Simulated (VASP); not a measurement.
# Ti3Al (P-6m2) in VASP: notebook, part 2 of 2

VASP 6.6.1. Earlier steps stand in the parts before.

## (3) Single point, PBE (atoms moved at random, drawn with an rms of 0.05 Å)

Input file INCAR:

```
PREC     = Accurate       # precision mode
ENCUT    = 520            # plane-wave cutoff, eV
EDIFF    = 1E-7           # SCF threshold, eV
ISMEAR   = -1             # smearing method
SIGMA    = 0.05           # smearing width, eV
LREAL    = False          # projectors in reciprocal space
LASPH    = True           # aspherical terms in the spheres
NELM     = 60             # most SCF steps
ALGO     = Normal         # electronic algorithm
ISIF     = 2              # what is computed and relaxed
LWAVE    = False          # write WAVECAR
LCHARG   = True           # write CHGCAR
GGA      = PE             # functional
LELF     = True           # ELF
LVHAR    = True         
NBANDS   = 28             # bands
```

Input file KPOINTS:

```
regular mesh
0
Gamma
  10 10 3
```

Input file POSCAR:

```
Ti3Al
1.0
    2.9275422229      0.0000000000      0.0000000000
   -1.4637711114      2.5353259357      0.0000000000
    0.0000000000      0.0000000000      9.2263620000
Ti Al
3 1
Direct
    0.3522190000      0.6805740000      0.2548270000
    0.3479140000      0.6913960000      0.7463020000
    0.6520880000      0.3418930000      0.0003530000
    0.6604000000      0.3215280000      0.5011080000
```

Potentials or basis: VASP PAW PBE potentials, release 64 (Ti_sv, Al).

Command:

```bash
$ cat potpaw_PBE.64/Ti_sv/POTCAR potpaw_PBE.64/Al/POTCAR > POTCAR
$ mpirun -np 1 vasp_std > vasp.out
```

OUTCAR:

```text
PREC = Accurate
   ENCUT = 520
   EDIFF = 1E-7
   ISMEAR = -1
   LREAL = False
   LASPH = True
   NELM = 60
   ISIF = 2
   GGA = PE

 ion  position               nearest neighbor table
   1  0.352  0.681  0.255-   4 2.79   4 2.83   3 2.85   4 2.87   3 2.89
   2  0.348  0.691  0.746-   4 2.77   4 2.85   4 2.86   3 2.87   3 2.87
   3  0.652  0.342  0.000-   1 2.85   2 2.87   2 2.87   1 2.89
   4  0.660  0.322  0.501-   2 2.77   1 2.79   1 2.83   2 2.85   2 2.86   1 2.87

[... 945 lines left out ...]
  Direction    XX          YY          ZZ          XY          YZ          ZX
  --------------------------------------------------------------------------------------
  -------------------------------------------------------------------------------------
  Total       -0.3775516      0.1770360      0.3089378     -0.2684037     -0.0531812      0.0278723
  in kB       -8.8332290      4.1419489      7.2279347     -6.2795954     -1.2442320      0.6521034
  external PRESSURE =       0.8455515 kB  Pullay stress =       0.0000000 kB

 VOLUME and BASIS-vectors are now :
 -----------------------------------------------------------------------------
  energy-cutoff  :      520.00
  volume of cell :       68.48
      direct lattice vectors                 reciprocal lattice vectors
     2.927542223  0.000000000  0.000000000     0.341583459  0.197213302  0.000000000
    -1.463771111  2.535325936  0.000000000     0.000000000  0.394426604  0.000000000
     0.000000000  0.000000000  9.226362000     0.000000000  0.000000000  0.108385082

 POSITION                                       TOTAL-FORCE (eV/Angst)
 -----------------------------------------------------------------------------------
      0.03493      1.72548      2.35113        -0.106106     -0.074602     -0.353064
      0.00649      1.75291      6.88565        -0.034885     -0.160910      0.394505
      1.40856      0.86681      0.00326         0.096504      0.035963      0.010414
      1.46271      0.81518      4.62340         0.044486      0.199549     -0.051854
 -----------------------------------------------------------------------------------
    total drift:                               -0.000106     -0.000041     -0.000081

  FREE ENERGIE OF THE ION-ELECTRON SYSTEM (eV)
  ---------------------------------------------------
  free  energy   TOTEN  =       -27.7576415045 eV

  energy  without entropy=      -27.7265969321  energy(sigma->0) =      -27.74211922
```

OSZICAR:

```text
N       E                     dE             d eps       ncg     rms          rms(c)
DAV:   1     0.470126722433E+03    0.47013E+03   -0.19589E+04  8528   0.162E+03
DAV:   2     0.265682556044E+02   -0.44356E+03   -0.43534E+03  8580   0.497E+02
DAV:   3    -0.256394392614E+02   -0.52208E+02   -0.50980E+02 14680   0.143E+02
DAV:   4    -0.312457583324E+02   -0.56063E+01   -0.55709E+01 12680   0.422E+01
DAV:   5    -0.315290688099E+02   -0.28331E+00   -0.28317E+00 12896   0.836E+00    0.150E+01
DAV:   6    -0.279371196706E+02    0.35919E+01   -0.20929E+01 11624   0.349E+01    0.388E+00
DAV:   7    -0.277700147679E+02    0.16710E+00   -0.27565E+00 12368   0.941E+00    0.294E+00
DAV:   8    -0.279177065571E+02   -0.14769E+00   -0.22675E+00 13392   0.117E+01    0.364E+00
DAV:   9    -0.277488862663E+02    0.16882E+00   -0.14244E+00 13268   0.593E+00    0.146E+00
DAV:  10    -0.277624143544E+02   -0.13528E-01   -0.13306E-01 12256   0.341E+00    0.564E-01
DAV:  11    -0.277575405125E+02    0.48738E-02   -0.63605E-02 12920   0.237E+00    0.231E-01
DAV:  12    -0.277574565240E+02    0.83988E-04   -0.46784E-03 13160   0.807E-01    0.109E-01
DAV:  13    -0.277576336376E+02   -0.17711E-03   -0.11776E-03 12612   0.303E-01    0.297E-02
DAV:  14    -0.277576390858E+02   -0.54483E-05   -0.17255E-04 13456   0.110E-01    0.207E-02
DAV:  15    -0.277576431702E+02   -0.40843E-05   -0.23855E-05 10940   0.464E-02    0.875E-03
DAV:  16    -0.277576409432E+02    0.22270E-05   -0.46789E-06 12128   0.213E-02    0.325E-03
DAV:  17    -0.277576414496E+02   -0.50636E-06   -0.44802E-07  9080   0.564E-03    0.580E-04
DAV:  18    -0.277576415045E+02   -0.54892E-07   -0.30129E-08  5968   0.188E-03
   1 F= -.27757642E+02 E0= -.27742119E+02  d E =-.310446E-01
```

stdout:

```text
POSCAR found type information on POSCAR TiAl
 POSCAR found :  2 types and       4 ions
 scaLAPACK will be used
 LDA part: xc-table for (Slater+PW92), standard interpolation
 POSCAR, INCAR and KPOINTS ok, starting setup
 FFT: planning ... GRIDC
 FFT: planning ... GRID_SOFT
 FFT: planning ... GRID
 WAVECAR not read
 entering main loop
```

It took 4.6 min on 1 thread of Intel Xeon Platinum 8488C (Sapphire Rapids), shared host; peak memory 0.36 GiB.

Results:

- Free energy: -27.7576 eV
- Pressure: 0.1 GPa
- Largest force: 0.427 eV/Å
- Band gap on the k mesh: none (metal or under the smearing width)

Forces in eV/Å, atoms in the order of the input:
```
Ti  -0.106 -0.075 -0.353
Ti  -0.035 -0.161  0.395
Ti   0.097  0.036  0.010
Al   0.044  0.200 -0.052
```

Stress tensor (GPa, compression positive):
```
-0.88 -0.63  0.07
-0.63  0.41 -0.12
 0.07 -0.12  0.72
```

Levels at points of the mesh, in eV from the Fermi level:
| k point | band 17 | band 18 | band 19 | band 20 | band 21 | band 22 | band 23 | band 24 |
| --- | --- | --- | --- | --- | --- | --- | --- | --- |
| (0.00, 0.00, 0.00) | -0.65 | 0.34 | 0.59 | 0.85 | 0.87 | 0.95 | 0.97 | 1.20 |
| (0.50, 0.00, 0.00) | -1.40 | -1.25 | -0.63 | -0.41 | 0.92 | 1.01 | 1.14 | 1.71 |
| (0.00, 0.50, 0.00) | -1.39 | -1.21 | -0.72 | -0.36 | 0.94 | 1.02 | 1.07 | 1.75 |
| (0.50, 0.50, 0.00) | -1.39 | -1.18 | -0.68 | -0.33 | 0.97 | 1.00 | 1.04 | 1.74 |

## (4) Single point, PBEsol

Input file INCAR:

```
PREC = Accurate ; ENCUT = 520
EDIFF = 1E-7 ; ISMEAR = -1
SIGMA = 0.05 ; LREAL = F
LASPH = T ; NELM = 60
ALGO = Normal ; ISIF = 2
LWAVE = F ; LCHARG = F
GGA = PS ; NBANDS = 28
```

KPOINTS is that of step 3.

Input file POSCAR:

```
Ti3Al
1.0
    2.9275422229      0.0000000000      0.0000000000
   -1.4637711114      2.5353259357      0.0000000000
    0.0000000000      0.0000000000      9.2263620000
Ti Al
3 1
Direct
    0.3333333333      0.6666666667      0.2494060000
    0.3333333333      0.6666666667      0.7505940000
    0.6666666667      0.3333333333      0.0000000000
    0.6666666667      0.3333333333      0.5000000000
```

Potentials or basis: VASP PAW PBE potentials, release 64 (Ti_sv, Al).

Command:

```bash
$ cat potpaw_PBE.64/Ti_sv/POTCAR potpaw_PBE.64/Al/POTCAR > POTCAR
$ mpirun -np 1 vasp_std > vasp.out
```

OUTCAR:

```text
PREC = Accurate
   ENCUT = 520
   EDIFF = 1E-7
   ISMEAR = -1
   LREAL = F
   LASPH = T
   NELM = 60
   ISIF = 2
   GGA = PS

 ion  position               nearest neighbor table
   1  0.333  0.667  0.249-   3 2.86   3 2.86   3 2.86   4 2.86   4 2.86   4 2.86
   2  0.333  0.667  0.751-   3 2.86   3 2.86   3 2.86   4 2.86   4 2.86   4 2.86
   3  0.667  0.333  0.000-   1 2.86   2 2.86   1 2.86   2 2.86   1 2.86   2 2.86
   4  0.667  0.333  0.500-   1 2.86   2 2.86   1 2.86   2 2.86   1 2.86   2 2.86

  LATTYP: Found a hexagonal cell.
[... 945 lines left out ...]
  --------------------------------------------------------------------------------------
  -------------------------------------------------------------------------------------
  Total       -1.5450313     -1.5450313     -1.4660159     -0.0000000      0.0000000      0.0000000
  in kB      -36.1476776    -36.1476776    -34.2990278     -0.0000000      0.0000000      0.0000000
  external PRESSURE =     -35.5314610 kB  Pullay stress =       0.0000000 kB

 VOLUME and BASIS-vectors are now :
 -----------------------------------------------------------------------------
  energy-cutoff  :      520.00
  volume of cell :       68.48
      direct lattice vectors                 reciprocal lattice vectors
     2.927542223  0.000000000  0.000000000     0.341583459  0.197213302  0.000000000
    -1.463771111  2.535325936  0.000000000     0.000000000  0.394426604  0.000000000
     0.000000000  0.000000000  9.226362000     0.000000000  0.000000000  0.108385082

 POSITION                                       TOTAL-FORCE (eV/Angst)
 -----------------------------------------------------------------------------------
     -0.00000      1.69022      2.30111         0.000000     -0.000000     -0.090976
     -0.00000      1.69022      6.92525         0.000000      0.000000      0.090976
      1.46377      0.84511      0.00000        -0.000000     -0.000000      0.000000
      1.46377      0.84511      4.61318        -0.000000     -0.000000      0.000000
 -----------------------------------------------------------------------------------
    total drift:                                0.000000     -0.000000      0.000000

  FREE ENERGIE OF THE ION-ELECTRON SYSTEM (eV)
  ---------------------------------------------------
  free  energy   TOTEN  =       -29.6138271116 eV

  energy  without entropy=      -29.5851622469  energy(sigma->0) =      -29.59949468
```

OSZICAR:

```text
N       E                     dE             d eps       ncg     rms          rms(c)
DAV:   1     0.467421054079E+03    0.46742E+03   -0.19486E+04  1568   0.162E+03
DAV:   2     0.245473846753E+02   -0.44287E+03   -0.43490E+03  1584   0.496E+02
DAV:   3    -0.278692802917E+02   -0.52417E+02   -0.50950E+02  2732   0.143E+02
DAV:   4    -0.334237279868E+02   -0.55544E+01   -0.55236E+01  2336   0.416E+01
DAV:   5    -0.336749787853E+02   -0.25125E+00   -0.25115E+00  2312   0.796E+00    0.157E+01
DAV:   6    -0.298531550293E+02    0.38218E+01   -0.20299E+01  2236   0.366E+01    0.438E+00
DAV:   7    -0.299103517764E+02   -0.57197E-01   -0.51222E+00  2588   0.157E+01    0.539E+00
DAV:   8    -0.296597039446E+02    0.25065E+00   -0.37820E+00  2332   0.903E+00    0.271E+00
DAV:   9    -0.296052009105E+02    0.54503E-01   -0.31548E-01  2444   0.359E+00    0.143E+00
DAV:  10    -0.296135637326E+02   -0.83628E-02   -0.96317E-02  2064   0.243E+00    0.352E-01
DAV:  11    -0.296135611649E+02    0.25677E-05   -0.26076E-02  2368   0.145E+00    0.188E-01
DAV:  12    -0.296138350277E+02   -0.27386E-03   -0.15760E-03  2136   0.450E-01    0.597E-02
DAV:  13    -0.296138242216E+02    0.10806E-04   -0.38277E-04  2424   0.162E-01    0.408E-02
DAV:  14    -0.296138278612E+02   -0.36396E-05   -0.58615E-05  2224   0.564E-02    0.101E-02
DAV:  15    -0.296138266836E+02    0.11776E-05   -0.83339E-06  2332   0.306E-02    0.714E-03
DAV:  16    -0.296138270661E+02   -0.38248E-06   -0.69380E-07  1836   0.673E-03    0.216E-03
DAV:  17    -0.296138271668E+02   -0.10072E-06   -0.19309E-07  1384   0.347E-03    0.600E-04
DAV:  18    -0.296138271116E+02    0.55220E-07   -0.29538E-08  1084   0.154E-03
   1 F= -.29613827E+02 E0= -.29599495E+02  d E =-.286649E-01
```

It took 33 s on 1 thread of Intel Xeon 6975P-C (Granite Rapids), shared host; peak memory 0.21 GiB.

Results:

```
Free energy            : -29.6138 eV
Pressure               : -3.6 GPa
Largest force          : 0.091 eV/Å
Band gap on the k mesh : none (metal or under the smearing width)
```

Forces on the atoms (eV/Å):
```
Ti   0.000  0.000 -0.091
Ti   0.000  0.000  0.091
Ti   0.000  0.000  0.000
Al   0.000  0.000  0.000
```

Levels at points of the mesh, in eV from the Fermi level:
| k point | band 18 | band 19 | band 20 | band 21 | band 22 | band 23 |
| --- | --- | --- | --- | --- | --- | --- |
| (0.00, 0.00, 0.00) | 0.47 | 0.73 | 0.81 | 0.81 | 0.90 | 0.90 |
| (0.50, 0.00, 0.00) | -1.22 | -0.65 | -0.40 | 0.89 | 0.99 | 1.12 |

Caveat: the PAW data sets were made with another functional, which shifts forces and pressure a little.

## (5) Single point, PBEsol (atoms moved at random, drawn with an rms of 0.05 Å)

INCAR is that of step 4.

KPOINTS is that of step 4.

Input file POSCAR:

```
Ti3Al
1.0
    2.9275422229      0.0000000000      0.0000000000
   -1.4637711114      2.5353259357      0.0000000000
    0.0000000000      0.0000000000      9.2263620000
Ti Al
3 1
Direct
    0.3522190000      0.6805740000      0.2548270000
    0.3479140000      0.6913960000      0.7463020000
    0.6520880000      0.3418930000      0.0003530000
    0.6604000000      0.3215280000      0.5011080000
```

Command:

```bash
$ cat potpaw_PBE.64/Ti_sv/POTCAR potpaw_PBE.64/Al/POTCAR > POTCAR
$ mpirun -np 1 vasp_std > vasp.out
```

Run time: 3.4 min. Hardware: 1 thread of Intel Xeon 6975P-C (Granite Rapids), shared host; peak memory 0.36 GiB.

The run converged. Its results:

| Property | Result |
| --- | --- |
| Free energy | -29.5771 eV |
| Pressure | -3.6 GPa |
| Largest force | 0.486 eV/Å |
| Band gap on the k mesh | none (metal or under the smearing width) |

Forces on the atoms (eV/Å):
```
Ti  -0.103 -0.073 -0.418
Ti  -0.033 -0.158  0.459
Ti   0.092  0.034  0.010
Al   0.044  0.197 -0.050
```

Stress tensor (GPa, compression positive):
```
-4.51 -0.60  0.07
-0.60 -3.25 -0.13
 0.07 -0.13 -2.90
```

Levels at points of the mesh, in eV from the Fermi level:
```csv
k point,band 18,band 19,band 20,band 21,band 22,band 23
"(0.00, 0.00, 0.00)",0.35,0.60,0.85,0.87,0.95,0.97
"(0.50, 0.00, 0.00)",-1.26,-0.62,-0.40,0.92,1.02,1.14
"(0.00, 0.50, 0.00)",-1.22,-0.71,-0.35,0.94,1.02,1.07
"(0.50, 0.50, 0.00)",-1.19,-0.68,-0.33,0.97,1.00,1.04
```

Caveat: the PAW data sets were made with another functional, which shifts forces and pressure a little.

## (6) Overview

```csv
level,cell,ladder,gap on the mesh (eV),pressure (GPa),largest force (eV/Å)
PBE,as given,-,none,0.1,0.01
PBE,"atoms moved at random, drawn with an rms of 0.05 Å",-,none,0.1,0.43
PBEsol,as given,free,none,-3.6,0.09
PBEsol,"atoms moved at random, drawn with an rms of 0.05 Å",free,none,-3.6,0.49
```

Alike in all rows: task single point; potentials or basis VASP PAW PBE potentials, release 64 (Ti_sv, Al); no spin polarisation; k mesh 10 × 10 × 3; cutoff (eV) 520; smearing fermi-dirac 0.05 eV.

Caveats: the PAW data sets were made with another functional, which shifts forces and pressure a little (some runs).

Total energies depend on the potentials used, so only differences within one code and one set of settings carry meaning.
